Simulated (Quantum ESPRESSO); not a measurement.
# TePb (Fm-3m) in Quantum ESPRESSO: settings compared, part 2 of 4

Quantum ESPRESSO 7.5. The steps go on from the part before.

## (3) Phonons, PBE

pw.in reads:

```
&CONTROL
  calculation = 'scf'
  prefix = 'pwscf'
  outdir = './tmp'
  pseudo_dir = './pseudo'
  tprnfor = .true.
  tstress = .true.
  disk_io = 'low'
/
&SYSTEM
  ibrav = 0
  A = 4.56932402
  nat = 2
  ntyp = 2
  ecutwfc = 45
  ecutrho = 360
  nbnd = 16
  occupations = 'smearing'
  smearing = 'fd'
  degauss = 0.00367493
/
&ELECTRONS
  conv_thr = 4d-10
  electron_maxstep = 120
  mixing_beta = 0.5
/
ATOMIC_SPECIES
Pb   207.2000 pb_pbe_v1.uspp.F.UPF
Te   127.6000 te_pbe_v1.uspp.F.UPF
CELL_PARAMETERS alat
   0.0000000000    0.7071067812    0.7071067812
   0.7071067812    0.0000000000    0.7071067812
   0.7071067812    0.7071067812    0.0000000000
ATOMIC_POSITIONS alat
Pb     0.0000000000    0.0000000000    0.0000000000
Te     0.7071067812    0.7071067812    0.7071067812
K_POINTS automatic
2 2 2 1 1 1
```

relax.in reads:

```
&CONTROL
  calculation = 'vc-relax'
  prefix = 'pwscf'
  outdir = './tmp'
  pseudo_dir = './pseudo'
  tprnfor = .true.
  tstress = .true.
  disk_io = 'low'
  nstep = 40
  forc_conv_thr = 0.0001
  etot_conv_thr = 1d-06
/
&SYSTEM
  ibrav = 0
  A = 4.56932402
  nat = 2
  ntyp = 2
  ecutwfc = 45
  ecutrho = 360
  nbnd = 16
  occupations = 'smearing'
  smearing = 'fd'
  degauss = 0.00367493
/
&ELECTRONS
  conv_thr = 4d-10
  electron_maxstep = 120
  mixing_beta = 0.5
/
&IONS
  ion_dynamics = 'bfgs'
/
&CELL
  cell_dynamics = 'bfgs'
  press = 0
  press_conv_thr = 0.2
/
ATOMIC_SPECIES
Pb   207.2000 pb_pbe_v1.uspp.F.UPF
Te   127.6000 te_pbe_v1.uspp.F.UPF
CELL_PARAMETERS alat
   0.0000000000    0.7071067812    0.7071067812
   0.7071067812    0.0000000000    0.7071067812
   0.7071067812    0.7071067812    0.0000000000
ATOMIC_POSITIONS alat
Pb     0.0000000000    0.0000000000    0.0000000000
Te     0.7071067812    0.7071067812    0.7071067812
K_POINTS automatic
2 2 2 1 1 1
```

scf2.in reads:

```
&CONTROL
  calculation = 'scf'
  prefix = 'pwscf'
  outdir = './tmp'
  pseudo_dir = './pseudo'
  tprnfor = .true.
  tstress = .true.
  disk_io = 'low'
/
&SYSTEM
  ibrav = 0
  A = 4.57134807
  nat = 2
  ntyp = 2
  ecutwfc = 45
  ecutrho = 360
  nbnd = 16
  occupations = 'fixed'
/
&ELECTRONS
  conv_thr = 1d-13
  electron_maxstep = 120
  mixing_beta = 0.5
  startingpot = 'file'
  startingwfc = 'file'
/
ATOMIC_SPECIES
Pb   207.2000 pb_pbe_v1.uspp.F.UPF
Te   127.6000 te_pbe_v1.uspp.F.UPF
CELL_PARAMETERS alat
   0.0000000000    0.7071067808    0.7071067808
   0.7071067808    0.0000000000    0.7071067808
   0.7071067808    0.7071067808    0.0000000000
ATOMIC_POSITIONS alat
Pb     0.0000000000    0.0000000000    0.0000000000
Te     0.7071067808    0.7071067808    0.7071067808
K_POINTS automatic
2 2 2 1 1 1
```

ph.in reads:

```
phonons of TePb
&INPUTPH
  prefix = 'pwscf'
  outdir = './tmp'
  tr2_ph = 1d-18
  fildyn = 'dyn'
  niter_ph = 90
  alpha_mix(1) = 0.7
/
0.0000000000 0.7071067812 0.0000000000
```

Potentials or basis: GBRV 1.5 PBE.

The run is started by

```
$ OMP_NUM_THREADS=1 pw.x -in pw.in > pw.out
$ OMP_NUM_THREADS=1 pw.x -in relax.in > relax.out
$ OMP_NUM_THREADS=1 pw.x -in scf2.in > scf2.out
$ OMP_NUM_THREADS=1 ph.x -in ph.in > ph.out
```

pw.out:

```text
This program is part of the open-source Quantum ESPRESSO suite
     for quantum simulation of materials; please cite
[... 9 lines left out ...]
     --------------------
     sticks:   dense  smooth     PW     G-vecs:    dense   smooth      PW
     Sum        1843     925    253                52345    18499    2741

     Using Slab Decomposition

     bravais-lattice index     =            0
     lattice parameter (alat)  =       8.6348  a.u.
     unit-cell volume          =     455.2369 (a.u.)^3
     number of atoms/cell      =            2
     number of atomic types    =            2
     number of electrons       =        20.00
     number of Kohn-Sham states=           16
     kinetic-energy cutoff     =      45.0000  Ry
     charge density cutoff     =     360.0000  Ry
     scf convergence threshold =      4.0E-10
     mixing beta               =       0.5000
     number of iterations used =            8  plain     mixing
     Exchange-correlation= SLA  PW   PBE  PBE
                           (   1   4   3   4   0   0   0)

     celldm(1)=   8.634771  celldm(2)=   0.000000  celldm(3)=   0.000000
     celldm(4)=   0.000000  celldm(5)=   0.000000  celldm(6)=   0.000000

     crystal axes: (cart. coord. in units of alat)
               a(1) = (   0.000000   0.707107   0.707107 )
               a(2) = (   0.707107   0.000000   0.707107 )
               a(3) = (   0.707107   0.707107   0.000000 )

     reciprocal axes: (cart. coord. in units 2 pi/alat)
               b(1) = ( -0.707107  0.707107  0.707107 )
               b(2) = (  0.707107 -0.707107  0.707107 )
               b(3) = (  0.707107  0.707107 -0.707107 )

     PseudoPot. # 1 for Pb read from file:
     pb_pbe_v1.uspp.F.UPF
     Pseudo is Ultrasoft + core correction, Zval = 14.0
     Generated by new atomic code, or converted to UPF format
     Using radial grid of  899 points,  6 beta functions with:
                l(1) =   0
                l(2) =   0
                l(3) =   1
                l(4) =   1
                l(5) =   2
                l(6) =   2
     Q(r) pseudized with  6 coefficients,  rinner =    1.000   1.000   1.000
                                                       1.000   1.000

     PseudoPot. # 2 for Te read from file:
     te_pbe_v1.uspp.F.UPF
     Pseudo is Ultrasoft + core correction, Zval =  6.0
     Generated by new atomic code, or converted to UPF format
     Using radial grid of  891 points,  5 beta functions with:
                l(1) =   0
                l(2) =   0
                l(3) =   1
                l(4) =   1
                l(5) =   2
     Q(r) pseudized with  6 coefficients,  rinner =    1.800   1.800   1.800
                                                       1.800   1.800

     atomic species   valence    mass     pseudopotential
     Pb               14.00   207.20000     Pb( 1.00)
     Te                6.00   127.60000     Te( 1.00)

     48 Sym. Ops., with inversion, found

   Cartesian axes

     site n.     atom                  positions (alat units)
         1        Pb     tau(   1) = (   0.0000000   0.0000000   0.0000000  )
         2        Te     tau(   2) = (   0.7071068   0.7071068   0.7071068  )

     number of k points=     2  Fermi-Dirac smearing, width (Ry)=  0.0037
                       cart. coord. in units 2pi/alat
        k(    1) = (   0.1767767   0.1767767   0.1767767), wk =   0.5000000
        k(    2) = (  -0.1767767  -0.1767767   0.5303301), wk =   1.5000000

     Dense  grid:    52345 G-vectors     FFT dimensions: (  54,  54,  54)

     Smooth grid:    18499 G-vectors     FFT dimensions: (  40,  40,  40)

     Initial potential from superposition of free atoms

     starting charge      19.9974, renormalised to      20.0000

     negative rho (up, down):  1.582E-02 0.000E+00
     Starting wfcs are   13 randomized atomic wfcs +    3 random wfcs

     Self-consistent Calculation

     iteration #  1     ecut=    45.00 Ry     beta= 0.50
     Davidson diagonalization with overlap
     ethr =  1.00E-02,  avg # of iterations =  6.5

     Threshold (ethr) on eigenvalues was too large:
     Diagonalizing with lowered threshold

     Davidson diagonalization with overlap
     ethr =  1.15E-04,  avg # of iterations =  3.0

     negative rho (up, down):  1.538E-02 0.000E+00

     total energy              =    -190.75076615 Ry
     estimated scf accuracy    <       0.02260940 Ry

     iteration #  2     ecut=    45.00 Ry     beta= 0.50
     Davidson diagonalization with overlap
     ethr =  1.13E-04,  avg # of iterations =  2.0
[... 19 lines left out ...]
     negative rho (up, down):  1.556E-02 0.000E+00

     total energy              =    -190.75670172 Ry
     estimated scf accuracy    <       0.00000644 Ry

     iteration #  5     ecut=    45.00 Ry     beta= 0.50
     Davidson diagonalization with overlap
     c_bands:  1 eigenvalues not converged
     ethr =  3.22E-08,  avg # of iterations = 13.5

     negative rho (up, down):  1.560E-02 0.000E+00

     total energy              =    -190.75673150 Ry
     estimated scf accuracy    <       0.00000124 Ry

     iteration #  6     ecut=    45.00 Ry     beta= 0.50
     Davidson diagonalization with overlap
     ethr =  6.20E-09,  avg # of iterations =  3.0
[... 15 lines left out ...]
     iteration #  8     ecut=    45.00 Ry     beta= 0.50
     Davidson diagonalization with overlap
     ethr =  1.74E-10,  avg # of iterations =  5.5

     negative rho (up, down):  1.570E-02 0.000E+00

     End of self-consistent calculation

          k = 0.1768 0.1768 0.1768 (  2316 PWs)   bands (ev):

    -9.1731  -9.1731  -9.1558  -9.1486  -9.1486  -4.0954   0.4648   6.2236
     6.2236   6.7698   9.6131   9.9307   9.9307  13.4857  14.3526  14.3526

          k =-0.1768-0.1768 0.5303 (  2319 PWs)   bands (ev):

    -9.2041  -9.1670  -9.1573  -9.1403  -9.1359  -3.1160  -0.4954   4.2505
     5.2962   5.5536  10.6251  10.8817  11.9614  12.6953  15.8787  16.7706

     the Fermi energy is     7.9981 ev

!    total energy              =    -190.75673143 Ry
     estimated scf accuracy    <          2.7E-10 Ry
     smearing contrib. (-TS)   =      -0.00000000 Ry
     internal energy E=F+TS    =    -190.75673143 Ry

     The total energy is F=E-TS. E is the sum of the following terms:
     one-electron contribution =     -46.03505993 Ry
     hartree contribution      =      35.19981190 Ry
     xc contribution           =     -77.82327332 Ry
     ewald contribution        =    -102.09821009 Ry

     convergence has been achieved in   8 iterations

     negative rho (up, down):  1.570E-02 0.000E+00

     Forces acting on atoms (cartesian axes, Ry/au):

     atom    1 type  1   force =     0.00000000    0.00000000    0.00000000
     atom    2 type  2   force =     0.00000000    0.00000000    0.00000000

     Total force =     0.000000     Total SCF correction =     0.000000

     Computing stress (Cartesian axis) and pressure

     negative rho (up, down):  1.570E-02 0.000E+00
          total   stress  (Ry/bohr**3)                   (kbar)     P=        0.70
   0.00000472   0.00000000   0.00000000            0.70        0.00        0.00
   0.00000000   0.00000472   0.00000000            0.00        0.70        0.00
   0.00000000   0.00000000   0.00000472            0.00        0.00        0.70

=------------------------------------------------------------------------------=
   JOB DONE.
=------------------------------------------------------------------------------=
```

It took 87 s on 1 thread of Intel Xeon 6975P-C (Granite Rapids), shared host; peak memory 0.22 GiB.

What came out:

```
Free energy                                 : -2595.3776 eV
Relaxed volume                              : 33.77 Å³/atom
Relaxed cell                                : a = 4.571 Å, b = 4.571 Å, c = 4.571 Å, α = 60.00°, β = 60.00°, γ = 60.00°
Space group after relaxing (to 0.05 Å)      : Fm-3m (No. 225)
Pressure after relaxing                     : 0.0 GPa
Highest phonon frequency at the q point run : 109 cm⁻¹
```

Final structure:
```
Pb Te
1.0
     0.00000    3.23243    3.23243
     3.23243    0.00000    3.23243
     3.23243    3.23243    0.00000
Pb Te
1 1
Direct
  0.00000 0.00000 0.00000
  0.50000 0.50000 0.50000
```

Phonon frequencies in cm⁻¹ (negative: imaginary):
| q point | frequencies |
| --- | --- |
| (0.500, 0.000, 0.500) | 37 37 51 97 97 109 |

Phonon modes at q = (0.500, 0.000, 0.500) in reciprocal lattice units:
| mode | symmetry | cm⁻¹ |
| --- | --- | --- |
| 1 | E_u | 37 |
| 2 | E_u | 37 |
| 3 | A_2u | 51 |
| 4 | E_u | 97 |
| 5 | E_u | 97 |
| 6 | A_2u | 109 |

Caveat: the k mesh is coarse (spacing up to 0.84 Å⁻¹), so the values aren't converged.

(Continued in part 3 of 4.)
